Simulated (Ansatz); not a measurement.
# Zn (P6_3/mmc) in Ansatz: a series of runs

Runs on Zn. Level: PBE. Tasks: band structure.

Everything below comes from runs of Ansatz 0.2.0. Logs are shortened: lines on timing, memory, paths and dates and some standing lists are left out, and cuts for length are marked.

### Step 1. Starting point

It takes space group P6_3/mmc (No. 194, hexagonal). The conventional cell has a = 2.670 Å, b = 2.670 Å, c = 4.966 Å, α = 90.00°, β = 90.00°, γ = 120.00°. Zn (site symmetry -6m2) has 12 Zn at 2.67 to 2.92 Å as nearest neighbours.

### Step 2. Band structure, PBE

The input, input.yaml:

```yaml
crystal:
  lattice:
    - [2.67, 0.0, 0.0]
    - [-1.335, 2.3122878281, 0.0]
    - [0.0, 0.0, 4.966]
  atoms:
    - { symbol: Zn, position: [0.6666666667, 0.3333333333, 0.75] }
    - { symbol: Zn, position: [0.3333333333, 0.6666666667, 0.25] }
hamiltonian:
  xc: pbe
  pseudopotentials: { kind: nc, source: spms }
kpoints:
  mp_grid: { grid: [11, 11, 6] }
  band_path:
    path:
      - [[0.0, 0.0, 0.0], [0.5, 0.0, 0.0], [0.3333333333, 0.3333333333, 0.0], [0.0, 0.0, 0.0], [0.0, 0.0, 0.5], [0.5, 0.0, 0.5], [0.3333333333, 0.3333333333, 0.5], [0.0, 0.0, 0.5]]
      - [[0.5, 0.0, 0.5], [0.5, 0.0, 0.0]]
      - [[0.3333333333, 0.3333333333, 0.0], [0.3333333333, 0.3333333333, 0.5]]
    npoints: 14
scf:
  occupations: { method: fermi_dirac, width: 0.05 }
  n_extra_bands: 6
output:
  forces: true
  stress: true
  eigenvalues: true
  fatbands: false
```

Potentials or basis: SPMS NC.

Started as:

```sh
> ansatz run input.yaml --threads 2 --pin off --max-ram 5632MiB --backend cpu --events-out ev --progress --plain --runs-dir out
```

The program printed:

```text
Warning: RAYON_NUM_THREADS=2 ignored (pool sized by the plan → 2); use --threads N
scf.n_extra_bands = 6 over 20 filled bands (N_el = 40.0): the run solves 26 bands
Engine: ansatz 0.2.0, x86_64-unknown-linux-gnu
Pseudopotentials: kind: nc
Pseudopotential: Zn, nc, valence charge 20, recommended cutoff 816.3415873796399 eV (normal), Zn.nc.azcp
Functional definition: PBE
  parameter kappa = 0.804
  parameter beta = 0.06672455060314922
  exchange = pbe_x(kappa = kappa, mu = beta*pi^2/3)
  correlation = pbe_c(beta = beta)
Crystal: 2 atoms, lattice volume = 30.659 Å³
Basis set: ecut = 816.3415873796399 eV, 1643 PW (Γ), exchange–correlation on 50×50×96 points (8 copies of the dense FFT grid, shifted against one another)
Bands: 26, of which v1, the nominal top of the filled ones, is band 20 counted from 1 (19 counted from 0)
Symmetry: 24 space group operations
Space group: P63/mmc (ITA 194), of the structure as read, at distance tolerance 3.1e-5 Å
k-points: 64 of 726
Non-local potential: Zn, projectors of the file, l = 0: 2, l = 1: 2, l = 2: 2
Initial density: superposition of atomic densities (chi_scale 0.1, normalization cell)
Initial wavefunctions: pseudopotential atomic-orbital guess
Functional: x = pbe(κ = 0.804, μ = 0.2195149727645171), c = pbe(β = 0.06672455060314922)
SCF iter   1: F=—  HF=-10734.598086 eV  |F-HF|=—  |Δ(HF+E_count)|=         —  Δρ=4.54e-2  dr2=6.06e-1  ethr=3.10e-3  ⟨swp⟩=5.1  Hψ=6037  notcnv=0  defer=4
preconditioner: auto → Kerker (q_TF=auto, 2.852 Å⁻¹)  [metal: Δε(μ)=0.074 eV  Ē_g=14.339 eV  σ=0.050 eV  W_gap=0.34  n_scr=10 (ndim 8)  ℏωp=32.9 eV  f_vac=0.000  D(μ)=0.58/eV (n_scr^D=2)]
SCF iter   2: F=—  HF=-10734.438506 eV  |F-HF|=—  |Δ(HF+E_count)|=   1.60e-1  Δρ=2.33e-2  dr2=1.44e-1  ethr=1.52e-3  ⟨swp⟩=2.0  Hψ=2461  notcnv=0  defer=87
SCF iter   3: F=—  HF=-10734.405998 eV  |F-HF|=—  |Δ(HF+E_count)|=   3.25e-2  Δρ=7.52e-3  dr2=1.02e-2  ethr=3.61e-4  ⟨swp⟩=2.0  Hψ=2552  notcnv=0  defer=87
SCF iter   4: F=—  HF=-10734.406584 eV  |F-HF|=—  |Δ(HF+E_count)|=   5.86e-4  Δρ=1.00e-3  dr2=1.08e-4  ethr=2.54e-5  ⟨swp⟩=1.1  Hψ=2226  notcnv=0  defer=87
SCF iter   5: F=—  HF=-10734.406682 eV  |F-HF|=—  |Δ(HF+E_count)|=   9.80e-5  Δρ=2.02e-4  dr2=7.76e-6  ethr=2.69e-7  ⟨swp⟩=2.5  Hψ=2356  notcnv=0  defer=87
SCF iter   6: F=—  HF=-10734.406830 eV  |F-HF|=—  |Δ(HF+E_count)|=   1.48e-4  Δρ=5.69e-5  dr2=5.70e-7  ethr=1.94e-8  ⟨swp⟩=2.0  Hψ=2349  notcnv=0  defer=87
SCF iter   7: F=-10734.406830 eV  HF=-10734.406830 eV  |F-HF|=4.11e-10  |Δ(HF+E_count)|=   9.45e-8  Δρ=8.36e-6  dr2=1.59e-8  ethr=2.50e-10  ⟨swp⟩=7.9  Hψ=6718  notcnv=0
SCF 1 converged in 7 iterations: F = -10734.406830 eV  dr2 = 1.59e-8
NSCF: frozen V_eff on 129 k-points
SCF converged after 7 iterations
Free energy (F): -10734.406830 eV
Harris-Foulkes:  -10734.406830 eV  (|F-HF|=4.11e-10)
Internal energy: -10734.402151 eV  (E = F + TS)
E sigma→0 (E₀):  -10734.404490 eV
Entropy (-TS):   -0.004679 eV (-2.340 meV/atom)
Fermi energy:    15.798404 eV
--- Per-component energies (eV) ---
  E_band       = -1003.483919
  E_kinetic    = 4292.132490
  E_local      = -6600.375570  (includes V_loc(G=0)·N_el)
  E_nonlocal   = -3864.246928
  E_hartree    = 3226.543014
  E_xc         = -1109.850653
  E_vxc        = -1284.081698  (∫ρ·V_xc dr)
  E_ewald      = -6678.604505
  E_smearing   = -0.004679  (= −TS)
  E_closure    = -0.000000  (closes the sum)
  Σ components = -10734.406830   (vs F -10734.406830, Δ=0.00e0)
--- Forces (eV/Å), atoms counted from 1 ---
  atom   1  Zn    -0.00000000    -0.00000000    -0.00000000
  atom   2  Zn     0.00000000     0.00000000     0.00000000
  max |Σ_I F_I| component: 1.85e-17 eV/Å
--- Stress (GPa, compression-positive) ---
       -0.122748       0.000000       0.000000
       -0.000000      -0.122748       0.000000
        0.000000       0.000000      -1.215323
  P = ⅓ Tr σ = -0.4869 GPa (-4.869 kbar)
--- Band table (eV; the first three rows and the last of 64) ---
  k-point 0: bands = ["-110.6368", "-110.6359", "-64.7744", "-64.7638", "-64.7638", "-64.7628", "-64.7625", "-64.7625", "5.5748", "7.4200", "8.1284", "8.3458", "8.3458", "8.3950", "8.3950", "8.7347", "8.7347", "8.9395", "8.9395", "12.3166", "12.8767", "29.3676", "32.9026", "33.2412", "33.2412", "34.8364"]
  k-point 1: bands = ["-110.6367", "-110.6360", "-64.7736", "-64.7637", "-64.7637", "-64.7636", "-64.7626", "-64.7626", "5.7408", "7.3984", "8.1325", "8.3441", "8.3441", "8.3878", "8.3878", "8.7534", "8.7534", "8.9297", "8.9297", "10.6538", "14.9080", "26.9790", "33.4069", "33.4069", "34.8036", "34.8942"]
  k-point 2: bands = ["-110.6365", "-110.6361", "-64.7715", "-64.7657", "-64.7635", "-64.7635", "-64.7628", "-64.7628", "6.2128", "7.2746", "8.1737", "8.3443", "8.3443", "8.3707", "8.3707", "8.7998", "8.7998", "8.9004", "8.9004", "9.1978", "17.5222", "23.6333", "33.8774", "33.8774", "34.9226", "34.9226"]
  k-point 63: bands = ["-110.6335", "-110.6335", "-64.7853", "-64.7853", "-64.7800", "-64.7800", "-64.7649", "-64.7649", "8.0500", "8.0500", "8.1800", "8.1800", "8.3904", "8.3904", "8.6080", "8.6080", "8.9372", "8.9372", "16.2246", "16.2246", "17.2256", "17.2256", "19.4212", "19.4212", "27.5182", "27.5182"]
```

It took 3.4 s on 2 threads of Intel Xeon Platinum 8375C at 2.90GHz (Ice Lake), shared host; peak memory 0.41 GiB.

What came out:

```
Free energy            : -10734.4068 eV
Pressure               : -0.5 GPa
Band gap on the k mesh : none (metal or under the smearing width)
```

Stress tensor (GPa, compression positive):
```
-0.12  0.00  0.00
 0.00 -0.12  0.00
 0.00  0.00 -1.22
```

Levels at the corners of the path, in eV from the Fermi level:
```csv
point,band 18,band 19,band 20,band 21,band 22,band 23
Γ,-6.86,-6.86,-3.48,-2.92,13.57,17.10
M,-6.67,-2.68,-2.02,2.71,3.65,4.14
K,-6.96,0.14,0.14,0.29,5.06,6.14
Γ,-6.86,-6.86,-3.48,-2.92,13.57,17.10
A,-6.94,-6.94,-6.94,4.65,4.65,18.72
L,-6.68,-1.72,-1.72,0.23,0.23,10.15
H,-6.87,1.08,1.08,1.94,1.94,2.24
A,-6.94,-6.94,-6.94,4.65,4.65,18.72
L,-6.68,-1.72,-1.72,0.23,0.23,10.15
M,-6.67,-2.68,-2.02,2.71,3.65,4.14
K,-6.96,0.14,0.14,0.29,5.06,6.14
H,-6.87,1.08,1.08,1.94,1.94,2.24
```

### Step 3. Band structure, PBE

Edit input.yaml of step 2 so:

```diff
@@ -10,3 +10,3 @@
   xc: pbe
-  pseudopotentials: { kind: nc, source: spms }
+  pseudopotentials: { kind: nc, accuracy: standard }
 kpoints:
@@ -26,2 +26,2 @@
   eigenvalues: true
-  fatbands: false
+  fatbands: true
```

Potentials or basis: PseudoDojo standard (PBE files).

Started as:

```sh
> ansatz run input.yaml --threads 2 --pin off --max-ram 5632MiB --backend cpu --events-out ev --progress --plain --runs-dir out
```

Wall time 7.2 s (2 threads of Intel Xeon Platinum 8375C at 2.90GHz (Ice Lake), shared host); peak memory 0.48 GiB.

Results (log left out):

```
Free energy            : -11376.6522 eV
Pressure               : -0.8 GPa
Band gap on the k mesh : none (metal or under the smearing width)
```

Stress tensor (GPa, compression positive):
```
-0.50  0.00  0.00
 0.00 -0.50  0.00
 0.00  0.00 -1.36
```

Levels at the corners of the path, in eV from the Fermi level:
| point | band 18 | band 19 | band 20 | band 21 | band 22 | band 23 |
| --- | --- | --- | --- | --- | --- | --- |
| Γ | -6.89 | -6.89 | -3.48 | -2.93 | 13.54 | 17.10 |
| M | -6.70 | -2.68 | -2.02 | 2.70 | 3.65 | 4.14 |
| K | -6.98 | 0.14 | 0.14 | 0.29 | 5.06 | 6.13 |
| Γ | -6.89 | -6.89 | -3.48 | -2.93 | 13.54 | 17.10 |
| A | -6.97 | -6.97 | -6.97 | 4.64 | 4.64 | 18.69 |
| L | -6.70 | -1.72 | -1.72 | 0.24 | 0.24 | 10.14 |
| H | -6.89 | 1.08 | 1.08 | 1.94 | 1.94 | 2.24 |
| A | -6.97 | -6.97 | -6.97 | 4.64 | 4.64 | 18.69 |
| L | -6.70 | -1.72 | -1.72 | 0.24 | 0.24 | 10.14 |
| M | -6.70 | -2.68 | -2.02 | 2.70 | 3.65 | 4.14 |
| K | -6.98 | 0.14 | 0.14 | 0.29 | 5.06 | 6.13 |
| H | -6.89 | 1.08 | 1.08 | 1.94 | 1.94 | 2.24 |

### Step 4. Band structure, PBE

Edit input.yaml of step 3 so:

```diff
@@ -10,3 +10,3 @@
   xc: pbe
-  pseudopotentials: { kind: nc, accuracy: standard }
+  pseudopotentials: { kind: nc, accuracy: stringent }
 kpoints:
@@ -26,2 +26,6 @@
   eigenvalues: true
-  fatbands: true
+  fatbands: false
+  write_density: true
+  write_potential: true
+  elf: true
+  volumetric_format: npy
```

Potentials or basis: PseudoDojo stringent (PBE files).

Started as:

```sh
> ansatz run input.yaml --threads 2 --pin off --max-ram 5632MiB --backend cpu --events-out ev --progress --plain --runs-dir out
```

It took 6.2 s on 2 threads of Intel Xeon Platinum 8375C at 2.90GHz (Ice Lake), shared host; peak memory 0.57 GiB.

Results (log left out):

| Property | Result |
| --- | --- |
| Free energy | -11376.6522 eV |
| Pressure | -0.8 GPa |
| Band gap on the k mesh | none (metal or under the smearing width) |

Stress tensor (GPa, compression positive):
```
-0.50  0.00  0.00
 0.00 -0.50  0.00
 0.00  0.00 -1.36
```

Levels at the corners of the path, in eV from the Fermi level:
```tsv
point	band 16	band 17	band 18	band 19	band 20	band 21	band 22	band 23	band 24	band 25
Γ	-7.09	-7.09	-6.89	-6.89	-3.48	-2.93	13.54	17.10	17.42	17.42
M	-6.90	-6.71	-6.70	-2.68	-2.02	2.70	3.65	4.14	5.80	10.19
K	-7.06	-6.98	-6.98	0.14	0.14	0.29	5.06	6.13	6.13	6.30
Γ	-7.09	-7.09	-6.89	-6.89	-3.48	-2.93	13.54	17.10	17.42	17.42
A	-7.42	-6.97	-6.97	-6.97	-6.97	4.64	4.64	18.69	18.69	18.69
L	-6.91	-6.70	-6.70	-1.72	-1.72	0.24	0.24	10.14	10.14	11.98
H	-7.27	-6.89	-6.89	1.08	1.08	1.94	1.94	2.24	2.24	12.02
A	-7.42	-6.97	-6.97	-6.97	-6.97	4.64	4.64	18.69	18.69	18.69
L	-6.91	-6.70	-6.70	-1.72	-1.72	0.24	0.24	10.14	10.14	11.98
M	-6.90	-6.71	-6.70	-2.68	-2.02	2.70	3.65	4.14	5.80	10.19
K	-7.06	-6.98	-6.98	0.14	0.14	0.29	5.06	6.13	6.13	6.30
H	-7.27	-6.89	-6.89	1.08	1.08	1.94	1.94	2.24	2.24	12.02
```

### Step 5. The runs side by side

| potentials or basis | cutoff (eV) | gap on the mesh (eV) | pressure (GPa) |
| --- | --- | --- | --- |
| SPMS NC | 816 | none | -0.5 |
| PseudoDojo standard (PBE files) | 1143 | none | -0.8 |
| PseudoDojo stringent (PBE files) | 1143 | none | -0.8 |

Alike in all rows: task band structure; level PBE; no spin polarisation; cell as given; k mesh 11 × 11 × 6; smearing fermi-dirac 0.05 eV.

Absolute energies hang on the potentials; compare differences alone.
